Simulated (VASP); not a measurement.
# InP (F-43m) in VASP: notebook

InP is run at these levels: PBE+D4, BLYP+D3(BJ), revPBE, r2SCAN; tasks: single point.

Everything below comes from runs of VASP 6.6.1. Logs are shortened: lines on timing, memory, paths and dates and some standing lists are left out, and cuts for length are marked.

**Experimental background.**

From a printed reference work, data compilation, for a bulk crystal of InP at 1.6 K: band gap 1.4236 eV (direct).

The runs below are set against these values where they give the same quantity.

## (1) The cell of the first run

Symmetry: F-43m, No. 216, cubic system. The conventional cell has a = 5.891 Å, b = 5.891 Å, c = 5.891 Å, α = 90.00°, β = 90.00°, γ = 90.00°. In (site symmetry -43m) has 4 P at 2.55 Å within 3.4 Å. P (site symmetry -43m) has 4 In at 2.55 Å within 3.4 Å.

## (2) Single point, PBE+D4

INCAR

```
SYSTEM = InP
PREC = Accurate
ENCUT = 520
EDIFF = 1E-6
ISMEAR = -1
SIGMA = 0.05
LREAL = .FALSE.
LASPH = .TRUE.
NELM = 100
ALGO = Normal
ISIF = 2
LWAVE = .FALSE.
LCHARG = .FALSE.
GGA = PE
IVDW = 13
NBANDS = 16
```

KPOINTS

```
regular mesh
0
G
  8 8 8
  0 0 0
```

POSCAR

```
InP
1.0
    0.0000000000      2.9457150202      2.9457150202
    2.9457150202      0.0000000000      2.9457150202
    2.9457150202      2.9457150202      0.0000000000
In P
1 1
Direct
    0.0000000000      0.0000000000      0.0000000000
    0.7500000000      0.7500000000      0.7500000000
```

Potentials or basis: VASP PAW PBE potentials, release 64 (In_d, P).

Started as:

```sh
$ cat potpaw_PBE.64/In_d/POTCAR potpaw_PBE.64/P/POTCAR > POTCAR
$ mpirun -np 1 vasp_std > vasp.out
```

OUTCAR:

```text
SYSTEM = InP
   PREC = Accurate
   ENCUT = 520
   EDIFF = 1E-6
   ISMEAR = -1
   LREAL = .FALSE.
   LASPH = .TRUE.
   NELM = 100
   ISIF = 2
   GGA = PE
   IVDW = 13

 ion  position               nearest neighbor table
   1  0.000  0.000  0.000-   2 2.55   2 2.55   2 2.55   2 2.55
   2  0.750  0.750  0.750-   1 2.55   1 2.55   1 2.55   1 2.55

  LATTYP: Found a face centered cubic cell.
 ALAT       =     5.8914300404

  Lattice vectors:

 A1 = (   0.0000000000,   2.9457150202,   2.9457150202)
 A2 = (   2.9457150202,   0.0000000000,   2.9457150202)
 A3 = (   2.9457150202,   2.9457150202,   0.0000000000)

Analysis of symmetry for initial positions (statically):
=====================================================================
 Subroutine PRICEL returns:
 Original cell was already a primitive cell.

 Routine SETGRP: Setting up the symmetry group for a
 face centered cubic supercell.

 Subroutine GETGRP returns: Found 24 space group operations
 (whereof 24 operations were pure point group operations)
 out of a pool of 48 trial point group operations.

The static configuration has the point symmetry T_d .

Analysis of symmetry for dynamics (positions and initial velocities):
=====================================================================
 Subroutine PRICEL returns:
 Original cell was already a primitive cell.

 Routine SETGRP: Setting up the symmetry group for a
 face centered cubic supercell.

 Subroutine GETGRP returns: Found 24 space group operations
 (whereof 24 operations were pure point group operations)
 out of a pool of 48 trial point group operations.

The dynamic configuration has the point symmetry T_d .

 Subroutine INISYM returns: Found 24 space group operations
 (whereof 24 operations are pure point group operations),
 and found     1 'primitive' translations

----------------------------------------------------------------------------------------

                                     Primitive cell

  volume of cell :      51.1213

  direct lattice vectors                    reciprocal lattice vectors
     0.000000000  2.945715020  2.945715020    -0.169738076  0.169738076  0.169738076
     2.945715020  0.000000000  2.945715020     0.169738076 -0.169738076  0.169738076
     2.945715020  2.945715020  0.000000000     0.169738076  0.169738076 -0.169738076

  length of vectors
     4.165870132  4.165870132  4.165870132     0.293994972  0.293994972  0.293994972

  position of ions in fractional coordinates (direct lattice)
     0.000000000  0.000000000  0.000000000
     0.750000000  0.750000000  0.750000000

  ion indices of the primitive-cell ions
   primitive index   ion index
                 1           1
                 2           2

----------------------------------------------------------------------------------------

 KPOINTS: regular mesh

Automatic generation of k-mesh.
 Grid dimensions read from file:
 generate k-points for:    8    8    8

 Generating k-lattice:

  Cartesian coordinates                     Fractional coordinates (reciprocal lattice)
    -0.021217260  0.021217260  0.021217260     0.125000000  0.000000000  0.000000000
     0.021217260 -0.021217260  0.021217260     0.000000000  0.125000000  0.000000000
     0.021217260  0.021217260 -0.021217260     0.000000000  0.000000000  0.125000000

  Length of vectors
     0.036749371  0.036749371  0.036749371

  Shift w.r.t. Gamma in fractional coordinates (k-lattice)
     0.000000000  0.000000000  0.000000000

 Subroutine IBZKPT returns following result:
 ===========================================

 Found     29 irreducible k-points:

 Following reciprocal coordinates:
            Coordinates               Weight
  0.000000  0.000000  0.000000      1.000000
  0.125000  0.000000  0.000000      8.000000
  0.250000  0.000000  0.000000      8.000000
  0.375000  0.000000  0.000000      8.000000
  0.500000  0.000000  0.000000      4.000000
  0.125000  0.125000  0.000000      6.000000
[... 16 lines left out ...]
  0.500000  0.250000  0.125000     48.000000
 -0.375000  0.250000  0.125000     24.000000
 [... further k-points ...]
   k-points           NKPTS =     29   k-points in BZ     NKDIM =     29   number of bands    NBANDS=     16
   number of dos      NEDOS =    301   number of ions     NIONS =      2
   total plane-waves  NPLWV =  32768
   dimension x,y,z NGX =    32 NGY =   32 NGZ =   32
   dimension x,y,z NGXF=    64 NGYF=   64 NGZF=   64
   ions per type =               1   1
   NGX,Y,Z   is equivalent  to a cutoff of  12.77, 12.77, 12.77 a.u.
   NGXF,Y,Z  is equivalent  to a cutoff of  25.54, 25.54, 25.54 a.u.
 SYSTEM =  InP
   PREC   = accura    normal or accurate (medium, high low for compatibility)
   ISTART =      0    job   : 0-new  1-cont  2-samecut
   ICHARG =      2    charge: 1-file 2-atom 10-const
   ISPIN  =      1    spin polarized calculation?
   LNONCOLLINEAR =      F non collinear calculations
   LSORBIT =      F    spin-orbit coupling
   LASPH  =      T    aspherical Exc in radial PAW
   ENCUT  =  520.0 eV  38.22 Ry    6.18 a.u.   7.75  7.75  7.75*2*pi/ulx,y,z
   NELM   =    100;   NELMIN=  2; NELMDL= -5     # of ELM steps
   EDIFF  = 0.1E-05   stopping-criterion for ELM
   LREAL  =      F    real-space projection
   EDIFFG = 0.1E-04   stopping-criterion for IOM
   NSW    =      0    number of steps for IOM
   IBRION =     -1    ionic relax: 0-MD 1-quasi-New 2-CG
   NFREE  =      0    steps in history (QN), initial steepest desc. (CG)
   ISIF   =      2    stress and relaxation
   ISYM   =      2    0-nonsym 1-usesym 2-fastsym
   POTIM  = 0.5000    time-step for ionic-motion
   TEBEG  =    0.0;   TEEND  =   0.0 temperature during run
   PSTRESS=    0.0 pullay stress
   NELECT =      18.0000    total number of electrons
   NUPDOWN=      -1.0000    fix difference up-down
   EMIN   =  10.00;   EMAX   =-10.00  energy-range for DOS
   EFERMI =   0.00;   METHOD = LEGACY
   ISMEAR =    -1;   SIGMA  =   0.05  broadening in eV -4-tet -1-fermi 0-gaus
   EFERMI_NEDOS =   21; number of points for ismear=-14 and -15
   IALGO  =     38    algorithm
   IMIX   =      4    mixing-type and parameters
     AMIX     =   0.40;   BMIX     =  1.00
     AMIX_MAG =   1.60;   BMIX_MAG =  1.00
  volume/ion in A,a.u.               =      25.56       172.49
  Fermi-wavevector in a.u.,A,eV,Ry     =   1.156019  2.184559 18.182550  1.336380
  Thomas-Fermi vector in A             =   2.292643
   LORBIT       =      0    0 simple, 1 ext, 2 COOP (PROOUT), +10 PAW based schemes
   GGA     = PE    functional components
   LHFCALC =     F    Hartree Fock is set to
   AEXX    =    0.0000 exact exchange contribution
   IVDW    =    13    specifies the selected vdW correction
   LEPSILON=     F    determine dielectric tensor
   LRPA    =     F    only Hartree local field effects (RPA)
 non-spin polarized calculation
  energy-cutoff  :      520.00
  volume of cell :       51.12
 maximum number of plane-waves:      1387
   NGX = 15   NGY = 15   NGZ = 15

 number of electron      18.0000008 magnetization

 Free energy of the ion-electron system (eV)
  ---------------------------------------------------
  ext. energy  EPLUGINS =         0.00000000
  ---------------------------------------------------
  free energy    TOTEN  =        -8.39433245 eV

  energy without entropy =       -8.39432195  energy(sigma->0) =       -8.39432720

 E-fermi :   5.3655     XC(G=0):  -9.2143

 val. band max:        5.0202305580   @ k =   0.0000   0.0000   0.0000
 cond. band min:       5.6474034881   @ k =   0.0000   0.0000   0.0000
 fundamental gap:      0.6271729300
 Fermi energy:         5.3655401923

 k-point     1 :       0.0000    0.0000    0.0000
  band No.  band energies     occupation
      1      -9.1355      2.00000
      2      -9.1355      2.00000
      3      -9.1355      2.00000
      4      -8.9911      2.00000
      5      -8.9911      2.00000
      6      -6.3917      2.00000
[... 8 lines left out ...]
     15      14.4450      0.00000
     16      14.4450      0.00000

 k-point     2 :       0.1250    0.0000    0.0000
  band No.  band energies     occupation
      1      -9.1532      2.00000
      2      -9.1285      2.00000
      3      -9.1285      2.00000
      4      -8.9910      2.00000
      5      -8.9910      2.00000
      6      -6.2176      2.00000
[... 8 lines left out ...]
     15      13.8168      0.00000
     16      14.3047      0.00000

 k-point     3 :       0.2500    0.0000    0.0000
  band No.  band energies     occupation
      1      -9.1939      2.00000
      2      -9.1134      2.00000
      3      -9.1134      2.00000
      4      -8.9886      2.00000
      5      -8.9886      2.00000
      6      -5.7319      2.00000
[... 8 lines left out ...]
     15      13.5952      0.00000
     16      14.1277      0.00000

 k-point     4 :       0.3750    0.0000    0.0000
  band No.  band energies     occupation
      1      -9.2322      2.00000
      2      -9.1021      2.00000
      3      -9.1021      2.00000
      4      -8.9822      2.00000
      5      -8.9822      2.00000
      6      -5.0844      2.00000
[... 8 lines left out ...]
     15      14.5107      0.00000
     16      14.5107      0.00000

 k-point     5 :       0.5000    0.0000    0.0000
  band No.  band energies     occupation
      1      -9.2474      2.00000
      2      -9.0986      2.00000
      3      -9.0986      2.00000
      4      -8.9783      2.00000
      5      -8.9783      2.00000
      6      -4.7183      2.00000
[... 8 lines left out ...]
     15      15.6264      0.00000
     16      15.6264      0.00000

 k-point     6 :       0.1250    0.1250    0.0000
  band No.  band energies     occupation
      1      -9.1664      2.00000
      2      -9.1216      2.00000
      3      -9.1216      2.00000
      4      -8.9968      2.00000
      5      -8.9863      2.00000
      6      -6.1602      2.00000
[... 8 lines left out ...]
     15      14.5869      0.00000
     16      14.7105      0.00000

 k-point     7 :       0.2500    0.1250    0.0000
  band No.  band energies     occupation
      1      -9.1995      2.00000
      2      -9.1086      2.00000
      3      -9.1056      2.00000
      4      -9.0007      2.00000
      5      -8.9815      2.00000
      6      -5.7779      2.00000
[... 8 lines left out ...]
     15      14.4702      0.00000
     16      15.3741      0.00000

 k-point     8 :       0.3750    0.1250    0.0000
  band No.  band energies     occupation
      1      -9.2328      2.00000
      2      -9.0988      2.00000
      3      -9.0927      2.00000
      4      -8.9974      2.00000
      5      -8.9766      2.00000
      6      -5.1698      2.00000
[... 8 lines left out ...]
     15      14.9927      0.00000
     16      15.0638      0.00000

 k-point     9 :       0.5000    0.1250    0.0000
  band No.  band energies     occupation
      1      -9.2511      2.00000
      2      -9.0948      2.00000
      3      -9.0885      2.00000
      4      -8.9882      2.00000
      5      -8.9765      2.00000
      6      -4.6528      2.00000
[... 8 lines left out ...]
     15      15.5952      0.00000
     16      15.6540      0.00000
[... 172 lines left out ...]
 k-point    19 :       0.5000    0.3750    0.0000
  band No.  band energies     occupation
      1      -9.2982      2.00000
      2      -9.0508      2.00000
      3      -9.0440      2.00000
      4      -9.0292      2.00000
      5      -8.9625      2.00000
      6      -4.2140      2.00000
[... 8 lines left out ...]
     15      15.8768      0.00000
     16      16.9380      0.00000

 k-point    20 :      -0.3750    0.3750    0.0000
  band No.  band energies     occupation
      1      -9.2847      2.00000
      2      -9.0660      2.00000
      3      -9.0503      2.00000
      4      -9.0161      2.00000
      5      -8.9718      2.00000
      6      -4.0949      2.00000
[... 8 lines left out ...]
     15      14.8815      0.00000
     16      17.8152      0.00000

 k-point    21 :       0.5000    0.5000    0.0000
  band No.  band energies     occupation
      1      -9.3113      2.00000
      2      -9.0391      2.00000
      3      -9.0364      2.00000
      4      -9.0364      2.00000
      5      -8.9578      2.00000
      6      -4.0821      2.00000
[... 8 lines left out ...]
     15      15.7752      0.00000
     16      16.7869      0.00000

 k-point    22 :       0.3750    0.2500    0.1250
  band No.  band energies     occupation
      1      -9.2301      2.00000
      2      -9.0951      2.00000
      3      -9.0890      2.00000
      4      -9.0054      2.00000
      5      -8.9767      2.00000
      6      -5.3284      2.00000
[... 8 lines left out ...]
     15      15.1682      0.00000
     16      16.5981      0.00000

 k-point    23 :       0.5000    0.2500    0.1250
  band No.  band energies     occupation
      1      -9.2527      2.00000
      2      -9.0900      2.00000
      3      -9.0753      2.00000
      4      -9.0017      2.00000
      5      -8.9764      2.00000
      6      -4.7365      2.00000
[... 8 lines left out ...]
     15      15.8050      0.00000
     16      16.3785      0.00000

 k-point    24 :      -0.3750    0.2500    0.1250
  band No.  band energies     occupation
      1      -9.2610      2.00000
      2      -9.0894      2.00000
      3      -9.0705      2.00000
      4      -8.9961      2.00000
      5      -8.9787      2.00000
      6      -4.4096      2.00000
[... 8 lines left out ...]
     15      15.6877      0.00000
     16      16.2915      0.00000

 [... further k-points ...]

------------------------ aborting loop because EDIFF is reached ----------------------------------------

  DFT-D4 for vdW energy calculation

  Edisp (eV):   -0.66306

  FORCE on cell =-STRESS in cart. coord.  units (eV):
  Direction    XX          YY          ZZ          XY          YZ          ZX
  --------------------------------------------------------------------------------------
  -------------------------------------------------------------------------------------
  Total      -0.01929    -0.01929    -0.01929     0.00000     0.00000     0.00000
  in kB      -0.60446    -0.60446    -0.60446     0.00000     0.00000     0.00000
  external pressure =       -0.60 kB  Pullay stress =        0.00 kB

 VOLUME and BASIS-vectors are now :
 -----------------------------------------------------------------------------
  energy-cutoff  :      520.00
  volume of cell :       51.12
      direct lattice vectors                 reciprocal lattice vectors
     0.000000000  2.945715020  2.945715020    -0.169738076  0.169738076  0.169738076
     2.945715020  0.000000000  2.945715020     0.169738076 -0.169738076  0.169738076
     2.945715020  2.945715020  0.000000000     0.169738076  0.169738076 -0.169738076

 POSITION                                       TOTAL-FORCE (eV/Angst)
 -----------------------------------------------------------------------------------
      0.00000      0.00000      0.00000         0.000000      0.000000      0.000000
      4.41857      4.41857      4.41857        -0.000000     -0.000000     -0.000000
 -----------------------------------------------------------------------------------
    total drift:                                0.000000      0.000000      0.000000

  FREE ENERGIE OF THE ION-ELECTRON SYSTEM (eV)
  ---------------------------------------------------
  free  energy   TOTEN  =        -9.0573946123 eV

  energy  without entropy=       -9.0573841148  energy(sigma->0) =       -9.05738936
```

It took 27 s on 1 thread of Intel Xeon Platinum 8259CL at 2.50GHz (Skylake/Cascade Lake), shared host; peak memory 0.18 GiB.

Results:

```
Free energy                : -9.0574 eV
Pressure                   : -0.1 GPa
Band gap on the k mesh     : 0.63 eV, direct
Dispersion energy per atom : -0.332 eV
```

Caveat: spin-orbit coupling is left out, which moves the levels of the heavy elements.

(Continued in part 2 of 2.)
